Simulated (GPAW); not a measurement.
CdF2: relaxation of cell and atoms with PBEsol

Crystal: CdF2.

```
CELL_PARAMETERS angstrom
0.00000 2.69400 2.69400
2.69400 0.00000 2.69400
2.69400 2.69400 0.00000
ATOMIC_POSITIONS crystal
Cd 0.00000 0.00000 0.00000
F 0.75000 0.75000 0.75000
F 0.25000 0.25000 0.25000
```

```yaml
Program: GPAW 26.7.0
Task: relaxation of cell and atoms
Functional: PBEsol
Potentials_or_basis: PAW data sets generated in the run's folder for this functional
Cutoff: 800 eV
Basis: pw
k_mesh: 9 × 9 × 9
Occupations: fermi-dirac, width 0.05 eV
Spin: no spin polarisation
Maxiter: 150
Optimizer: BFGS
Fmax: 0.02 eV/Å
Max_steps: 60
Convergence: density=1e-05 forces=0.0001
```

```yaml
Relaxed_volume: 12.78 Å³/atom
Relaxed_cell: a = 3.785 Å, b = 3.785 Å, c = 3.785 Å, α = 60.00°, β = 60.00°, γ = 60.00°
Space_group_after_relaxing_to_0.05_Å: Fm-3m (No. 225)
Energy_gained_by_relaxing: -0.9 meV/atom
Ionic_steps: 3
Pressure_after_relaxing: 0.1 GPa
Band_gap_on_the_k_mesh: 3.00 eV, indirect (least direct gap 3.40 eV)
```

The path:
| step | energy change (eV) | largest force (eV/Å) | pressure (GPa) | volume (Å³) |
| --- | --- | --- | --- | --- |
| 1 | 0.0000 | 0.0000 | -2.11 | 39.10 |
| 2 | -0.0001 | 0.0000 | -1.85 | 39.01 |
| 3 | 0.0026 | 0.0000 | 0.05 | 38.34 |

Final structure:
```yaml
crystal:
  lattice:
    - [0.00000, 2.67644, 2.67644]
    - [2.67644, 0.00000, 2.67644]
    - [2.67644, 2.67644, 0.00000]
  atoms:
    - { symbol: Cd, position: [0.00000, 0.00000, 0.00000] }
    - { symbol: F, position: [0.75000, 0.75000, 0.75000] }
    - { symbol: F, position: [0.25000, 0.25000, 0.25000] }
```

Levels at points of the mesh, in eV from the valence-band top:
| k point | band 11 | band 12 | band 13 | band 14 | band 15 | band 16 |
| --- | --- | --- | --- | --- | --- | --- |
| (0.00, 0.00, 0.00) | -0.41 | -0.41 | -0.41 | 3.00 | 12.56 | 12.56 |

It took 40 s on 1 thread of Intel(R) Xeon(R) 6975P-C (Granite Rapids), with other jobs on the host, peak memory 0.23 GiB.

Caveat: later steps reuse the first step's grids; an odd mesh through Γ misses points on the zone boundary, where band edges often lie.
